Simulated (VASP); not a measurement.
# CdS (Hawleyite) (F-43m) in VASP: notebook

The runs below take CdS (Hawleyite) through single point, with HSE06, PBE.

Everything below comes from runs of VASP 6.6.1. Logs are shortened: lines on timing, memory, paths and dates and some standing lists are left out, and cuts for length are marked.

### Step 1. The structure

The structure is cubic, space group F-43m (No. 216). Conventional cell: a = 5.833 Å, b = 5.833 Å, c = 5.833 Å, α = 90.00°, β = 90.00°, γ = 90.00°. Cd (site symmetry -43m) has 4 S at 2.53 Å as nearest neighbours. S (site symmetry -43m) has 4 Cd at 2.53 Å as nearest neighbours.

### Step 2. Single point, HSE06

Input file POSCAR:

```
CdS
1.0
    0.0000000000      2.9165000000      2.9165000000
    2.9165000000      0.0000000000      2.9165000000
    2.9165000000      2.9165000000      0.0000000000
Cd S
1 1
Direct
    0.0000000000      0.0000000000      0.0000000000
    0.7500000000      0.7500000000      0.7500000000
```

Input file INCAR.step1:

```
PREC = Accurate ; ENCUT = 280
EDIFF = 1E-5 ; ISMEAR = 0
SIGMA = 0.01 ; LREAL = F
LASPH = T ; NELM = 100
ALGO = Normal ; ISIF = 2
LWAVE = T ; LCHARG = F
NBANDS = 17 ; NKRED = 1
GGA = PE
```

Input file INCAR.step2:

```
PREC = Accurate ; ENCUT = 280
EDIFF = 1E-6 ; ISMEAR = 0
SIGMA = 0.01 ; LREAL = F
LASPH = T ; NELM = 100
ALGO = Normal ; ISIF = 2
LWAVE = F ; LCHARG = F
GGA = PE ; LHFCALC = T
HFSCREEN = 0.2 ; PRECFOCK = Fast
NBANDS = 17 ; NKRED = 1
ISTART = 1
```

Input file KPOINTS:

```
Automatic mesh
0
Gamma
  6 6 6
```

Potentials or basis: VASP PAW PBE potentials, release 64 (Cd, S).

Run with:

```console
cat potpaw_PBE.64/Cd/POTCAR potpaw_PBE.64/S/POTCAR > POTCAR
cp INCAR.step1 INCAR
mpirun -np 1 vasp_std > vasp.out
cp INCAR.step2 INCAR
mpirun -np 1 vasp_std > vasp.out
```

OUTCAR:

```text
PREC = Accurate
   ENCUT = 280
   EDIFF = 1E-6
   ISMEAR = 0
   LREAL = F
   LASPH = T
   NELM = 100
   ISIF = 2
   GGA = PE
   LHFCALC = T
   HFSCREEN = 0.2
   PRECFOCK = Fast
   NKRED = 1
   ISTART = 1

 Found     16 irreducible k-points:

 Following reciprocal coordinates:
            Coordinates               Weight
  0.000000  0.000000  0.000000      1.000000
  0.166667  0.000000  0.000000      8.000000
  0.333333  0.000000  0.000000      8.000000
  0.500000  0.000000  0.000000      4.000000
  0.166667  0.166667  0.000000      6.000000
  0.333333  0.166667  0.000000     24.000000
   k-points           NKPTS =     16   k-points in BZ     NKDIM =    216   number of bands    NBANDS=     17
   number of dos      NEDOS =    301   number of ions     NIONS =      2
   total plane-waves  NPLWV =  13824
   dimension x,y,z NGX =    24 NGY =   24 NGZ =   24
   dimension x,y,z NGXF=    48 NGYF=   48 NGZF=   48
   ions per type =               1   1
   NGX,Y,Z   is equivalent  to a cutoff of   9.67,  9.67,  9.67 a.u.
   NGXF,Y,Z  is equivalent  to a cutoff of  19.35, 19.35, 19.35 a.u.
 SYSTEM =  unknown system
   PREC   = accura    normal or accurate (medium, high low for compatibility)
   ISTART =      1    job   : 0-new  1-cont  2-samecut
   ICHARG =      0    charge: 1-file 2-atom 10-const
   ISPIN  =      1    spin polarized calculation?
   LNONCOLLINEAR =      F non collinear calculations
   LSORBIT =      F    spin-orbit coupling
   LASPH  =      T    aspherical Exc in radial PAW
   ENCUT  =  280.0 eV  20.58 Ry    4.54 a.u.   5.63  5.63  5.63*2*pi/ulx,y,z
   NELM   =    100;   NELMIN=  2; NELMDL=  0     # of ELM steps
   EDIFF  = 0.1E-05   stopping-criterion for ELM
   LREAL  =      F    real-space projection
   EDIFFG = 0.1E-04   stopping-criterion for IOM
   NSW    =      0    number of steps for IOM
   IBRION =     -1    ionic relax: 0-MD 1-quasi-New 2-CG
   NFREE  =      0    steps in history (QN), initial steepest desc. (CG)
   ISIF   =      2    stress and relaxation
   ISYM   =      3    0-nonsym 1-usesym 2-fastsym
   POTIM  = 0.5000    time-step for ionic-motion
   TEBEG  =    0.0;   TEEND  =   0.0 temperature during run
   PSTRESS=    0.0 pullay stress
   NELECT =      18.0000    total number of electrons
   NUPDOWN=      -1.0000    fix difference up-down
   EMIN   =  10.00;   EMAX   =-10.00  energy-range for DOS
   EFERMI =   0.00;   METHOD = LEGACY
   ISMEAR =     0;   SIGMA  =   0.01  broadening in eV -4-tet -1-fermi 0-gaus
   EFERMI_NEDOS =   21; number of points for ismear=-14 and -15
   IALGO  =     38    algorithm
   IMIX   =      1    mixing-type and parameters
     AMIX     =   0.40;   BMIX     =  1.00
     AMIX_MAG =   1.60;   BMIX_MAG =  1.00
  volume/ion in A,a.u.               =      24.81       167.41
  Fermi-wavevector in a.u.,A,eV,Ry     =   1.167599  2.206442 18.548649  1.363287
  Thomas-Fermi vector in A             =   2.304097
   LORBIT       =      0    0 simple, 1 ext, 2 COOP (PROOUT), +10 PAW based schemes
   GGA     = PE    functional components
   LHFCALC =     T    Hartree Fock is set to
   PRECFOCK=fast      Normal, Fast or Accurate (Low or Medium for compatibility)
   ENCUT4O =  -1.0   cutoff for four orbital integrals eV
   NKREDX  =     1    reduce k-point grid by
   NKREDY  =     1    reduce k-point grid by
   NKREDZ  =     1    reduce k-point grid by
   AEXX    =    0.2500 exact exchange contribution
   HFSCREEN=    0.2000 screening length (either q_TF or 0.3 A-1)
   HFSCREENC=   0.2000 screening length for correlation (either q_TF or 0.3 A-1)
   ENCUTFOCK=  -1.0 apply spherical cutoff to Coloumb kernel
   IVDW    =     0    specifies the selected vdW correction
   LEPSILON=     F    determine dielectric tensor
   LRPA    =     F    only Hartree local field effects (RPA)
 non-spin polarized calculation
 Gauss-broadening in eV      SIGMA  =   0.01
  energy-cutoff  :      280.00
  volume of cell :       49.62
 maximum number of plane-waves:       544
 NGX is ok and might be reduce to    24
  NGX = 14; NGY = 14; NGZ = 14

 number of electron      18.0000025 magnetization

 Free energy of the ion-electron system (eV)
  ---------------------------------------------------
  ext. energy  EPLUGINS =         0.00000000
  ---------------------------------------------------
  free energy    TOTEN  =        -7.61081329 eV

  energy without entropy =       -7.61081329  energy(sigma->0) =       -7.61081329

 E-fermi :   0.7578     XC(G=0):  -7.5812

 val. band max:        0.6582754885   @ k =   0.0000   0.0000   0.0000
 cond. band min:       2.8366718566   @ k =   0.0000   0.0000   0.0000
 fundamental gap:      2.1783963681
 Fermi energy:         0.7578455167

 k-point     1 :       0.0000    0.0000    0.0000
  band No.  band energies     occupation
      1     -12.9166      2.00000
      2      -8.1850      2.00000
      3      -8.1850      2.00000
      4      -8.1849      2.00000
      5      -7.6986      2.00000
      6      -7.6986      2.00000
[... 9 lines left out ...]
     16      13.5078      0.00000
     17      15.2385      0.00000

 k-point     2 :       0.1667    0.0000    0.0000
  band No.  band energies     occupation
      1     -12.8019      2.00000
      2      -8.1470      2.00000
      3      -8.1470      2.00000
      4      -8.0707      2.00000
      5      -7.6993      2.00000
      6      -7.6993      2.00000
[... 9 lines left out ...]
     16      13.7056      0.00000
     17      15.4752      0.00000

 k-point     3 :       0.3333    0.0000    0.0000
  band No.  band energies     occupation
      1     -12.5733      2.00000
      2      -8.0843      2.00000
      3      -8.0843      2.00000
      4      -7.6833      2.00000
      5      -7.6832      2.00000
      6      -7.6697      2.00000
[... 9 lines left out ...]
     16      13.1025      0.00000
     17      18.0036      0.00000

 k-point     4 :       0.5000    0.0000    0.0000
  band No.  band energies     occupation
      1     -12.4610      2.00000
      2      -8.0623      2.00000
      3      -8.0623      2.00000
      4      -7.6639      2.00000
      5      -7.6638      2.00000
      6      -7.2832      2.00000
[... 9 lines left out ...]
     16      14.6911      0.00000
     17      16.1202      0.00000

 k-point     5 :       0.1667    0.1667    0.0000
  band No.  band energies     occupation
      1     -12.7642      2.00000
      2      -8.1079      2.00000
      3      -8.1079      2.00000
      4      -8.0877      2.00000
      5      -7.7213      2.00000
      6      -7.6778      2.00000
[... 9 lines left out ...]
     16      15.5160      0.00000
     17      16.1811      0.00000

 k-point     6 :       0.3333    0.1667    0.0000
  band No.  band energies     occupation
      1     -12.5750      2.00000
      2      -8.0644      2.00000
      3      -8.0340      2.00000
      4      -7.8492      2.00000
      5      -7.6599      2.00000
      6      -7.6590      2.00000
[... 9 lines left out ...]
     16      14.9276      0.00000
     17      17.7155      0.00000

 [... further k-points ...]

------------------------ aborting loop because EDIFF is reached ----------------------------------------

  FORCE on cell =-STRESS in cart. coord.  units (eV):
  Direction    XX          YY          ZZ          XY          YZ          ZX
  --------------------------------------------------------------------------------------
  -------------------------------------------------------------------------------------
  Total        0.3881696      0.3881696      0.3881696     -0.0000000     -0.0000000     -0.0000000
  in kB       12.5347646     12.5347646     12.5347646     -0.0000000     -0.0000000     -0.0000000
  external PRESSURE =      12.5347646 kB  Pullay stress =       0.0000000 kB

 VOLUME and BASIS-vectors are now :
 -----------------------------------------------------------------------------
  energy-cutoff  :      280.00
  volume of cell :       49.62
      direct lattice vectors                 reciprocal lattice vectors
     0.000000000  2.916500000  2.916500000    -0.171438368  0.171438368  0.171438368
     2.916500000  0.000000000  2.916500000     0.171438368 -0.171438368  0.171438368
     2.916500000  2.916500000  0.000000000     0.171438368  0.171438368 -0.171438368

 POSITION                                       TOTAL-FORCE (eV/Angst)
 -----------------------------------------------------------------------------------
      0.00000      0.00000      0.00000         0.000000      0.000000      0.000000
      4.37475      4.37475      4.37475        -0.000000     -0.000000     -0.000000
 -----------------------------------------------------------------------------------
    total drift:                               -0.000053     -0.000055     -0.000033

  FREE ENERGIE OF THE ION-ELECTRON SYSTEM (eV)
  ---------------------------------------------------
  free  energy   TOTEN  =        -7.6108132908 eV

  energy  without entropy=       -7.6108132908  energy(sigma->0) =       -7.61081329
```

Wall time 4.8 min (1 thread of Intel Xeon Platinum 8488C (Sapphire Rapids), shared host); peak memory 0.24 GiB.

The run converged, but some of its settings lie outside the range that counts as converged, so its numbers aren't taken as properties of the crystal.

What came out:

```yaml
Free_energy: -7.6108 eV
Band_gap_on_the_k_mesh: 2.18 eV, direct
```

Caveat: the cutoff is under 1.25 times the usual one of these potentials, so pressure, stress and relaxed cells hold a basis-set (Pulay) error; the PAW data sets were made with another functional, which shifts forces and pressure a little.

### Step 3. Single point, HSE06

POSCAR is that of step 2.

INCAR.step1: that of step 2 with these lines changed.

```diff
@@ -1,2 +1,2 @@
-PREC = Accurate ; ENCUT = 280
+PREC = Accurate ; ENCUT = 520
 EDIFF = 1E-5 ; ISMEAR = 0
```

INCAR.step2: that of step 2 with these lines changed.

```diff
@@ -1,2 +1,2 @@
-PREC = Accurate ; ENCUT = 280
+PREC = Accurate ; ENCUT = 520
 EDIFF = 1E-6 ; ISMEAR = 0
```

Input file KPOINTS:

```
Automatic mesh
0
Gamma
  5 5 5
```

Potentials or basis: VASP PAW PBE potentials, release 64 (Cd, S).

Run with:

```console
cat potpaw_PBE.64/Cd/POTCAR potpaw_PBE.64/S/POTCAR > POTCAR
cp INCAR.step1 INCAR
mpirun -np 1 vasp_std > vasp.out
cp INCAR.step2 INCAR
mpirun -np 1 vasp_std > vasp.out
```

Wall time 5 min (1 thread of Intel Xeon Platinum 8488C (Sapphire Rapids), shared host); peak memory 0.28 GiB.

These settings aren't checked as converged: the numbers below hold their error.

What came out:

```yaml
Free_energy: -7.6269 eV
Pressure: 2.0 GPa
Band_gap_on_the_k_mesh: 2.19 eV, direct
```

Caveat: the PAW data sets were made with another functional, which shifts forces and pressure a little.

### Step 4. Single point, HSE06

POSCAR is that of step 3.

Input file INCAR.step1:

```
PREC = Accurate ; ENCUT = 400
EDIFF = 1E-5 ; ISMEAR = 0
SIGMA = 0.01 ; LREAL = F
LASPH = T ; NELM = 100
ALGO = Normal ; ISIF = 2
LWAVE = T ; LCHARG = F
NBANDS = 17 ; NKRED = 3
GGA = PE
```

Input file INCAR.step2:

```
PREC = Accurate ; ENCUT = 400
EDIFF = 1E-6 ; ISMEAR = 0
SIGMA = 0.01 ; LREAL = F
LASPH = T ; NELM = 100
ALGO = Normal ; ISIF = 2
LWAVE = F ; LCHARG = F
GGA = PE ; LHFCALC = T
HFSCREEN = 0.2 ; PRECFOCK = Fast
NBANDS = 17 ; NKRED = 3
ISTART = 1
```

Input file KPOINTS:

```
Automatic mesh
0
Gamma
  6 6 6
```

Run with:

```console
cat potpaw_PBE.64/Cd/POTCAR potpaw_PBE.64/S/POTCAR > POTCAR
cp INCAR.step1 INCAR
mpirun -np 1 vasp_std > vasp.out
cp INCAR.step2 INCAR
mpirun -np 1 vasp_std > vasp.out
```

Run time: 32 s. Hardware: 1 thread of Intel Xeon Platinum 8488C (Sapphire Rapids), shared host; peak memory 0.27 GiB.

The run converged, but some of its settings lie outside the range that counts as converged, so its numbers aren't taken as properties of the crystal.

What came out:

- Free energy: -7.7953 eV
- Pressure: 0.8 GPa
- Band gap on the k mesh: 2.56 eV, direct

Caveat: the PAW data sets were made with another functional, which shifts forces and pressure a little.

[end of part 1 of 2]
